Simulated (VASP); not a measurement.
# BaTe (Fm-3m) in VASP: a series of runs

The runs below take BaTe through equation of state, with PBE, PBEsol.

Everything below comes from runs of VASP 6.6.1. Logs are shortened: lines on timing, memory, paths and dates and some standing lists are left out, and cuts for length are marked.

## 1. The crystal as given

It takes space group Fm-3m (No. 225, cubic). Conventional cell: a = 6.820 Å, b = 6.820 Å, c = 6.820 Å, α = 90.00°, β = 90.00°, γ = 90.00°. Ba (site symmetry m-3m) has 6 Te at 3.41 Å as nearest neighbours. Te (site symmetry m-3m) is surrounded by 6 Ba at 3.41 Å.

## 2. Equation of state, PBE, 37.27 Å³/atom (volume scaled by 0.94)

Contents of INCAR:

```
SYSTEM = BaTe
ALGO = Normal
EDIFF = 1E-7
ENCUT = 520
GGA = PE
ISIF = 2
ISMEAR = -1
LASPH = .True.
LCHARG = .False.
LREAL = .False.
LWAVE = .False.
NBANDS = 15
NELM = 60
PREC = Accurate
SIGMA = 0.05
```

Contents of KPOINTS:

```
k-points
0
Gamma
  7 7 7
  0 0 0
```

Contents of POSCAR:

```
BaTe
1.0
    0.0000000000      3.3403886307      3.3403886307
    3.3403886307      0.0000000000      3.3403886307
    3.3403886307      3.3403886307      0.0000000000
Ba Te
1 1
Direct
    0.0000000000      0.0000000000      0.0000000000
    0.5000000000      0.5000000000      0.5000000000
```

Potentials or basis: VASP PAW PBE potentials, release 64 (Ba_sv, Te).

The run is started by

```
> cat potpaw_PBE.64/Ba_sv/POTCAR potpaw_PBE.64/Te/POTCAR > POTCAR
> mpirun -np 1 vasp_std > vasp.out
```

OUTCAR:

```text
SYSTEM = BaTe
   EDIFF = 1E-7
   ENCUT = 520
   GGA = PE
   ISIF = 2
   ISMEAR = -1
   LASPH = .True.
   LREAL = .False.
   NELM = 60
   PREC = Accurate

 ion  position               nearest neighbor table
   1  0.000  0.000  0.000-   2 3.34   2 3.34   2 3.34   2 3.34   2 3.34   2 3.34
   2  0.500  0.500  0.500-   1 3.34   1 3.34   1 3.34   1 3.34   1 3.34   1 3.34

  LATTYP: Found a face centered cubic cell.
 ALAT       =     6.6807772614

  Lattice vectors:

 A1 = (   0.0000000000,   3.3403886307,   3.3403886307)
 A2 = (   3.3403886307,   0.0000000000,   3.3403886307)
 A3 = (   3.3403886307,   3.3403886307,   0.0000000000)

Analysis of symmetry for initial positions (statically):
=====================================================================
 Subroutine PRICEL returns:
 Original cell was already a primitive cell.

 Routine SETGRP: Setting up the symmetry group for a
 face centered cubic supercell.

 Subroutine GETGRP returns: Found 48 space group operations
 (whereof 48 operations were pure point group operations)
 out of a pool of 48 trial point group operations.

The static configuration has the point symmetry O_h .

Analysis of symmetry for dynamics (positions and initial velocities):
=====================================================================
 Subroutine PRICEL returns:
 Original cell was already a primitive cell.

 Routine SETGRP: Setting up the symmetry group for a
 face centered cubic supercell.

 Subroutine GETGRP returns: Found 48 space group operations
 (whereof 48 operations were pure point group operations)
 out of a pool of 48 trial point group operations.

The dynamic configuration has the point symmetry O_h .

 Subroutine INISYM returns: Found 48 space group operations
 (whereof 48 operations are pure point group operations),
 and found     1 'primitive' translations

----------------------------------------------------------------------------------------

                                     Primitive cell

  volume of cell :      74.5454

  direct lattice vectors                    reciprocal lattice vectors
     0.000000000  3.340388631  3.340388631    -0.149683182  0.149683182  0.149683182
     3.340388631  0.000000000  3.340388631     0.149683182 -0.149683182  0.149683182
     3.340388631  3.340388631  0.000000000     0.149683182  0.149683182 -0.149683182

  length of vectors
     4.724022905  4.724022905  4.724022905     0.259258877  0.259258877  0.259258877

  position of ions in fractional coordinates (direct lattice)
     0.000000000  0.000000000  0.000000000
     0.500000000  0.500000000  0.500000000

  ion indices of the primitive-cell ions
   primitive index   ion index
                 1           1
                 2           2

----------------------------------------------------------------------------------------

 KPOINTS: k-points

Automatic generation of k-mesh.
 Grid dimensions read from file:
 generate k-points for:    7    7    7

 Generating k-lattice:

  Cartesian coordinates                     Fractional coordinates (reciprocal lattice)
    -0.021383312  0.021383312  0.021383312     0.142857143  0.000000000  0.000000000
     0.021383312 -0.021383312  0.021383312     0.000000000  0.142857143  0.000000000
     0.021383312  0.021383312 -0.021383312     0.000000000  0.000000000  0.142857143

  Length of vectors
     0.037036982  0.037036982  0.037036982

  Shift w.r.t. Gamma in fractional coordinates (k-lattice)
     0.000000000  0.000000000  0.000000000

 Subroutine IBZKPT returns following result:
 ===========================================

 Found     20 irreducible k-points:

 Following reciprocal coordinates:
            Coordinates               Weight
  0.000000  0.000000  0.000000      1.000000
  0.142857  0.000000  0.000000      8.000000
  0.285714  0.000000  0.000000      8.000000
  0.428571  0.000000  0.000000      8.000000
  0.142857  0.142857  0.000000      6.000000
  0.285714  0.142857  0.000000     24.000000
[... 12 lines left out ...]
 -0.428571  0.428571  0.142857     24.000000
 -0.285714  0.428571  0.142857     24.000000
   k-points           NKPTS =     20   k-points in BZ     NKDIM =     20   number of bands    NBANDS=     15
   number of dos      NEDOS =    301   number of ions     NIONS =      2
   total plane-waves  NPLWV =  46656
   dimension x,y,z NGX =    36 NGY =   36 NGZ =   36
   dimension x,y,z NGXF=    72 NGYF=   72 NGZF=   72
   ions per type =               1   1
   NGX,Y,Z   is equivalent  to a cutoff of  12.67, 12.67, 12.67 a.u.
   NGXF,Y,Z  is equivalent  to a cutoff of  25.34, 25.34, 25.34 a.u.
 SYSTEM =  BaTe
   PREC   = accura    normal or accurate (medium, high low for compatibility)
   ISTART =      0    job   : 0-new  1-cont  2-samecut
   ICHARG =      2    charge: 1-file 2-atom 10-const
   ISPIN  =      1    spin polarized calculation?
   LNONCOLLINEAR =      F non collinear calculations
   LSORBIT =      F    spin-orbit coupling
   LASPH  =      T    aspherical Exc in radial PAW
   ENCUT  =  520.0 eV  38.22 Ry    6.18 a.u.   8.78  8.78  8.78*2*pi/ulx,y,z
   NELM   =     60;   NELMIN=  2; NELMDL= -5     # of ELM steps
   EDIFF  = 0.1E-06   stopping-criterion for ELM
   LREAL  =      F    real-space projection
   EDIFFG = 0.1E-05   stopping-criterion for IOM
   NSW    =      0    number of steps for IOM
   IBRION =     -1    ionic relax: 0-MD 1-quasi-New 2-CG
   NFREE  =      0    steps in history (QN), initial steepest desc. (CG)
   ISIF   =      2    stress and relaxation
   ISYM   =      2    0-nonsym 1-usesym 2-fastsym
   POTIM  = 0.5000    time-step for ionic-motion
   TEBEG  =    0.0;   TEEND  =   0.0 temperature during run
   PSTRESS=    0.0 pullay stress
   NELECT =      16.0000    total number of electrons
   NUPDOWN=      -1.0000    fix difference up-down
   EMIN   =  10.00;   EMAX   =-10.00  energy-range for DOS
   EFERMI =   0.00;   METHOD = LEGACY
   ISMEAR =    -1;   SIGMA  =   0.05  broadening in eV -4-tet -1-fermi 0-gaus
   EFERMI_NEDOS =   21; number of points for ismear=-14 and -15
   IALGO  =     38    algorithm
   IMIX   =      4    mixing-type and parameters
     AMIX     =   0.40;   BMIX     =  1.00
     AMIX_MAG =   1.60;   BMIX_MAG =  1.00
  volume/ion in A,a.u.               =      37.27       251.53
  Fermi-wavevector in a.u.,A,eV,Ry     =   0.980184  1.852280 13.071956  0.960762
  Thomas-Fermi vector in A             =   2.111095
   LORBIT       =      0    0 simple, 1 ext, 2 COOP (PROOUT), +10 PAW based schemes
   GGA     = PE    functional components
   LHFCALC =     F    Hartree Fock is set to
   AEXX    =    0.0000 exact exchange contribution
   IVDW    =     0    specifies the selected vdW correction
   LEPSILON=     F    determine dielectric tensor
   LRPA    =     F    only Hartree local field effects (RPA)
 non-spin polarized calculation
  energy-cutoff  :      520.00
  volume of cell :       74.55
 maximum number of plane-waves:      2017
   NGX = 17   NGY = 17   NGZ = 17

 number of electron      16.0000000 magnetization

 Free energy of the ion-electron system (eV)
  ---------------------------------------------------
  ext. energy  EPLUGINS =         0.00000000
  ---------------------------------------------------
  free energy    TOTEN  =        -8.34118479 eV

  energy without entropy =       -8.34118459  energy(sigma->0) =       -8.34118469

 E-fermi :   3.8312     XC(G=0):  -8.8231

 val. band max:        3.2437207870   @ k =   0.0000   0.0000   0.0000
 cond. band min:       4.4490507312   @ k =   0.4286   0.4286   0.0000
 fundamental gap:      1.2053299442
 Fermi energy:         3.8311785189

 k-point     1 :       0.0000    0.0000    0.0000
  band No.  band energies     occupation
      1     -23.4564      2.00000
      2      -8.6452      2.00000
      3      -8.6452      2.00000
      4      -8.6452      2.00000
      5      -6.6444      2.00000
      6       3.2437      1.99998
      7       3.2437      1.99998
      8       3.2437      1.99998
      9       6.0338      0.00000
     10       6.0338      0.00000
     11       6.0338      0.00000
     12       6.7403      0.00000
     13       6.8131      0.00000
     14       6.8131      0.00000
     15      10.1943      0.00000

 k-point     2 :       0.1429    0.0000    0.0000
  band No.  band energies     occupation
      1     -23.4510      2.00000
      2      -8.8449      2.00000
      3      -8.6480      2.00000
      4      -8.6480      2.00000
      5      -6.3723      2.00000
      6       2.4973      2.00000
      7       2.8439      2.00000
      8       2.8439      2.00000
      9       6.1309      0.00000
     10       6.3302      0.00000
     11       6.3302      0.00000
     12       7.5357      0.00000
     13       7.5357      0.00000
     14       7.6292      0.00000
     15      10.9458      0.00000

 k-point     3 :       0.2857    0.0000    0.0000
  band No.  band energies     occupation
      1     -23.4388      2.00000
      2      -9.1867      2.00000
      3      -8.6542      2.00000
      4      -8.6542      2.00000
      5      -5.8518      2.00000
      6       1.3787      2.00000
      7       2.2169      2.00000
      8       2.2169      2.00000
      9       6.4629      0.00000
     10       7.1055      0.00000
     11       7.1055      0.00000
     12       9.0874      0.00000
     13       9.1572      0.00000
     14       9.1572      0.00000
     15      12.0749      0.00000
[... 271 lines left out ...]
 k-point    19 :      -0.4286    0.4286    0.1429
  band No.  band energies     occupation
      1     -23.4197      2.00000
      2      -9.0481      2.00000
      3      -8.8271      2.00000
      4      -8.8252      2.00000
      5      -6.1061      2.00000
      6       1.8325      2.00000
      7       2.2018      2.00000
      8       2.4935      2.00000
      9       5.4163      0.00000
     10       8.2325      0.00000
     11       8.3293      0.00000
     12       9.3621      0.00000
     13       9.5095      0.00000
     14       9.9558      0.00000
     15      11.8433      0.00000

 k-point    20 :      -0.2857    0.4286    0.1429
  band No.  band energies     occupation
      1     -23.4188      2.00000
      2      -9.0459      2.00000
      3      -8.9205      2.00000
      4      -8.7956      2.00000
      5      -5.9708      2.00000
      6       1.6026      2.00000
      7       2.1821      2.00000
      8       2.2142      2.00000
      9       6.3516      0.00000
     10       7.3170      0.00000
     11       8.7001      0.00000
     12       9.0995      0.00000
     13       9.2535      0.00000
     14      11.5014      0.00000
     15      12.0748      0.00000

------------------------ aborting loop because EDIFF is reached ----------------------------------------

  FORCE on cell =-STRESS in cart. coord.  units (eV):
  Direction    XX          YY          ZZ          XY          YZ          ZX
  --------------------------------------------------------------------------------------
  -------------------------------------------------------------------------------------
  Total        3.4667476      3.4667476      3.4667476     -0.0000000     -0.0000000     -0.0000000
  in kB       74.5095303     74.5095303     74.5095303     -0.0000000     -0.0000000     -0.0000000
  external PRESSURE =      74.5095303 kB  Pullay stress =       0.0000000 kB

 VOLUME and BASIS-vectors are now :
 -----------------------------------------------------------------------------
  energy-cutoff  :      520.00
  volume of cell :       74.55
      direct lattice vectors                 reciprocal lattice vectors
     0.000000000  3.340388631  3.340388631    -0.149683182  0.149683182  0.149683182
     3.340388631  0.000000000  3.340388631     0.149683182 -0.149683182  0.149683182
     3.340388631  3.340388631  0.000000000     0.149683182  0.149683182 -0.149683182

 POSITION                                       TOTAL-FORCE (eV/Angst)
 -----------------------------------------------------------------------------------
      0.00000      0.00000      0.00000        -0.000000      0.000000      0.000000
      3.34039      3.34039      3.34039         0.000000     -0.000000     -0.000000
 -----------------------------------------------------------------------------------
    total drift:                                0.000000      0.000000      0.000000

  FREE ENERGIE OF THE ION-ELECTRON SYSTEM (eV)
  ---------------------------------------------------
  free  energy   TOTEN  =        -8.3411847900 eV

  energy  without entropy=       -8.3411845911  energy(sigma->0) =       -8.34118469
```

It took 19 s on 1 thread of Intel Xeon Platinum 8488C (Sapphire Rapids), shared host; peak memory 0.21 GiB.

Results:

```
Free energy            : -8.3412 eV
Pressure               : 7.5 GPa
Band gap on the k mesh : 1.21 eV, indirect (least direct gap 1.58 eV)
```

Caveat: spin-orbit coupling is left out, which moves the levels of the heavy elements; an odd mesh through Γ misses points on the zone boundary, where band edges often lie.

## 3. Equation of state, PBE, 38.07 Å³/atom (volume scaled by 0.96)

Contents of INCAR:

```
ALGO = Normal
EDIFF = 1E-7
ENCUT = 520
GGA = PE
ISIF = 2
ISMEAR = -1
LASPH = True
LCHARG = False
LREAL = False
LWAVE = False
NBANDS = 15
NELM = 100
PREC = Accurate
SIGMA = 0.05
```

Contents of KPOINTS:

```
k-points
0
Gamma
  7 7 7
```

Contents of POSCAR:

```
BaTe
1.0
    0.0000000000      3.3639132694      3.3639132694
    3.3639132694      0.0000000000      3.3639132694
    3.3639132694      3.3639132694      0.0000000000
Ba Te
1 1
Direct
    0.0000000000      0.0000000000      0.0000000000
    0.5000000000      0.5000000000      0.5000000000
```

Potentials or basis: VASP PAW PBE potentials, release 64 (Ba_sv, Te).

The run is started by

```
> cat potpaw_PBE.64/Ba_sv/POTCAR potpaw_PBE.64/Te/POTCAR > POTCAR
> mpirun -np 1 vasp_std > vasp.out
```

It took 27 s on 1 thread of Intel Xeon Platinum 8488C (Sapphire Rapids), shared host; peak memory 0.21 GiB.

It converged, with:

```yaml
Free_energy: -8.4091 eV
Pressure: 6.3 GPa
Band_gap_on_the_k_mesh: 1.27 eV, indirect (least direct gap 1.65 eV)
```

Caveat: spin-orbit coupling is left out, which moves the levels of the heavy elements; an odd mesh through Γ misses points on the zone boundary, where band edges often lie.

## 4. Equation of state, PBE, 38.86 Å³/atom (volume scaled by 0.98)

Contents of INCAR:

```
SYSTEM = BaTe
ALGO     = Normal         ! electronic algorithm
EDIFF    = 1E-7           ! SCF threshold, eV
ENCUT    = 520            ! plane-wave cutoff, eV
GGA      = PE             ! functional
ISIF     = 2              ! what is computed and relaxed
ISMEAR   = -1             ! smearing method
LASPH    = .TRUE.         ! aspherical terms in the spheres
LCHARG   = .FALSE.        ! write CHGCAR
LREAL    = .FALSE.        ! projectors in reciprocal space
LWAVE    = .FALSE.        ! write WAVECAR
NBANDS   = 15             ! bands
NELM     = 60             ! most SCF steps
PREC     = Accurate       ! precision mode
SIGMA    = 0.05           ! smearing width, eV
```

Contents of KPOINTS:

```
k-points
0
G
  7 7 7
  0 0 0
```

Contents of POSCAR:

```
BaTe
1.0
    0.0000000000      3.3871134044      3.3871134044
    3.3871134044      0.0000000000      3.3871134044
    3.3871134044      3.3871134044      0.0000000000
Ba Te
1 1
Direct
    0.0000000000      0.0000000000      0.0000000000
    0.5000000000      0.5000000000      0.5000000000
```

The run is started by

```
> cat potpaw_PBE.64/Ba_sv/POTCAR potpaw_PBE.64/Te/POTCAR > POTCAR
> mpirun -np 1 vasp_std > vasp.out
```

Wall time 27 s (1 thread of Intel Xeon Platinum 8488C (Sapphire Rapids), shared host); peak memory 0.21 GiB.

It converged, with:

- Free energy: -8.4659 eV
- Pressure: 5.2 GPa
- Band gap on the k mesh: 1.33 eV, indirect (least direct gap 1.71 eV)

Caveat: spin-orbit coupling is left out, which moves the levels of the heavy elements; an odd mesh through Γ misses points on the zone boundary, where band edges often lie.

## 5. Equation of state, PBE, 40.44 Å³/atom (volume scaled by 1.02)

Contents of INCAR:

```
SYSTEM = BaTe
PREC = Accurate
ENCUT = 520
EDIFF = 1E-7
ISMEAR = -1
SIGMA = 0.05
LREAL = .FALSE.
LASPH = .TRUE.
NELM = 60
ALGO = Normal
ISIF = 2
LWAVE = .FALSE.
LCHARG = .FALSE.
GGA = PE
NBANDS = 15
```

Contents of KPOINTS:

```
regular mesh
0
G
  7 7 7
  0 0 0
```

Contents of POSCAR:

```
BaTe
1.0
    0.0000000000      3.4325834396      3.4325834396
    3.4325834396      0.0000000000      3.4325834396
    3.4325834396      3.4325834396      0.0000000000
Ba Te
1 1
Direct
    0.0000000000      0.0000000000      0.0000000000
    0.5000000000      0.5000000000      0.5000000000
```

The run is started by

```
> cat potpaw_PBE.64/Ba_sv/POTCAR potpaw_PBE.64/Te/POTCAR > POTCAR
> mpirun -np 1 vasp_std > vasp.out
```

It took 28 s on 1 thread of Intel Xeon Platinum 8488C (Sapphire Rapids), shared host; peak memory 0.21 GiB.

The run converged. Its results:

```
Free energy            : -8.5503 eV
Pressure               : 3.4 GPa
Band gap on the k mesh : 1.43 eV, indirect (least direct gap 1.81 eV)
```

Caveat: spin-orbit coupling is left out, which moves the levels of the heavy elements; an odd mesh through Γ misses points on the zone boundary, where band edges often lie.

## 6. Equation of state, PBE, 41.24 Å³/atom (volume scaled by 1.04)

Contents of INCAR:

```
ALGO = Normal
EDIFF = 1E-7
ENCUT = 520
GGA = PE
ISIF = 2
ISMEAR = -1
LASPH = True
LCHARG = False
LREAL = False
LWAVE = False
NBANDS = 15
NELM = 100
PREC = Accurate
SIGMA = 0.05
```

Contents of KPOINTS:

```
k-points
0
Gamma
  7 7 7
```

Contents of POSCAR:

```
BaTe
1.0
    0.0000000000      3.4548735670      3.4548735670
    3.4548735670      0.0000000000      3.4548735670
    3.4548735670      3.4548735670      0.0000000000
Ba Te
1 1
Direct
    0.0000000000      0.0000000000      0.0000000000
    0.5000000000      0.5000000000      0.5000000000
```

Potentials or basis: VASP PAW PBE potentials, release 64 (Ba_sv, Te).

The run is started by

```
> cat potpaw_PBE.64/Ba_sv/POTCAR potpaw_PBE.64/Te/POTCAR > POTCAR
> mpirun -np 1 vasp_std > vasp.out
```

Run time: 26 s. Hardware: 1 thread of Intel Xeon Platinum 8488C (Sapphire Rapids), shared host; peak memory 0.21 GiB.

The run converged. Its results:

- Free energy: -8.5798 eV
- Pressure: 2.6 GPa
- Band gap on the k mesh: 1.48 eV, indirect (least direct gap 1.86 eV)

Caveat: spin-orbit coupling is left out, which moves the levels of the heavy elements; an odd mesh through Γ misses points on the zone boundary, where band edges often lie.

## 7. Equation of state, PBE, 42.03 Å³/atom (volume scaled by 1.06)

Contents of INCAR:

```
SYSTEM = BaTe
PREC = Accurate ; ENCUT = 520
EDIFF = 1E-7 ; ISMEAR = -1
SIGMA = 0.05 ; LREAL = .FALSE.
LASPH = .TRUE. ; NELM = 80
ALGO = Normal ; ISIF = 2
LWAVE = .FALSE. ; LCHARG = .FALSE.
GGA = PE ; NBANDS = 15
```

Contents of KPOINTS:

```
Automatic mesh
0
G
  7 7 7
  0 0 0
```

Contents of POSCAR:

```
BaTe
1.0
    0.0000000000      3.4768797245      3.4768797245
    3.4768797245      0.0000000000      3.4768797245
    3.4768797245      3.4768797245      0.0000000000
Ba Te
1 1
Direct
    0.0000000000      0.0000000000      0.0000000000
    0.5000000000      0.5000000000      0.5000000000
```

The run is started by

```
> cat potpaw_PBE.64/Ba_sv/POTCAR potpaw_PBE.64/Te/POTCAR > POTCAR
> mpirun -np 1 vasp_std > vasp.out
```

Wall time 32 s (1 thread of Intel Xeon Platinum 8488C (Sapphire Rapids), shared host); peak memory 0.24 GiB.

The run converged. Its results:

- Free energy: -8.6017 eV
- Pressure: 1.9 GPa
- Band gap on the k mesh: 1.52 eV, indirect (least direct gap 1.91 eV)

Caveat: spin-orbit coupling is left out, which moves the levels of the heavy elements; an odd mesh through Γ misses points on the zone boundary, where band edges often lie.

## 8. Equation of state, PBE

This step only gathers the single runs of the series.

What came out:

```yaml
Equilibrium_volume: "44.53 Å³/atom (rough: see the caveat)"
Bulk_modulus: 28 GPa (rough)
```

Energy against volume, from the lowest point:
| volume (Å³/atom) | energy (meV/atom) |
| --- | --- |
| 37.273 | 130.27 |
| 38.066 | 96.33 |
| 38.859 | 67.92 |
| 39.652 | 44.54 |
| 40.445 | 25.70 |
| 41.238 | 10.98 |
| 42.031 | 0.00 |

Caveat: the minimum lies outside the volumes run. The run has no spin-orbit coupling, so splittings on Ba, Te are missing.

(Continued in part 2 of 2.)
